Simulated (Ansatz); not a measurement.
ZrS:

```
CELL_PARAMETERS angstrom
0.00000 2.62500 2.62500
2.62500 0.00000 2.62500
2.62500 2.62500 0.00000
ATOMIC_POSITIONS crystal
Zr 0.00000 0.00000 0.00000
S 0.50000 0.50000 0.50000
```

| Property | Result |
| --- | --- |
| Program | Ansatz 0.2.0 |
| Task | relaxation of cell and atoms |
| Functional | LDA |
| Potentials or basis | Ansatz PAW |
| Cutoff | 420 eV (not typed: the program's choice for these potentials) |
| k mesh | 9 × 9 × 9 |
| Occupations | fermi-dirac, width 0.05 eV |
| Spin | no spin polarisation |

At the start: volume 18.09 Å³/atom.

Problem. How do energy, volume and symmetry change on relaxing?

Solution. It ends after 6 steps and the volume is 16.91 Å³/atom (-6.5 %); space group Fm-3m (No. 225, to 0.05 Å).

The path:
```csv
step,energy change (eV),largest force (eV/Å),volume (Å³)
1,0.0000,0.0000,36.18
2,-0.0364,0.0000,32.30
3,-0.0714,0.0000,33.99
4,-0.0719,0.0000,33.82
5,-0.0719,0.0000,33.81
6,-0.0715,0.0000,33.81
```

Final structure:
```
Zr S
1.0
     0.00000    2.56648    2.56648
     2.56648    0.00000    2.56648
     2.56648    2.56648    0.00000
Zr S
1 1
Cartesian
  0.0000 0.0000 0.0000
  2.5665 2.5665 2.5665
```

Caveat: the plane-wave basis is chosen anew once the cell has moved, so the energies of steps on either side of that aren't comparable; the PAW data sets come from PBE, with cores solved anew for the run's functional, which leaves a small shift of forces and pressure.
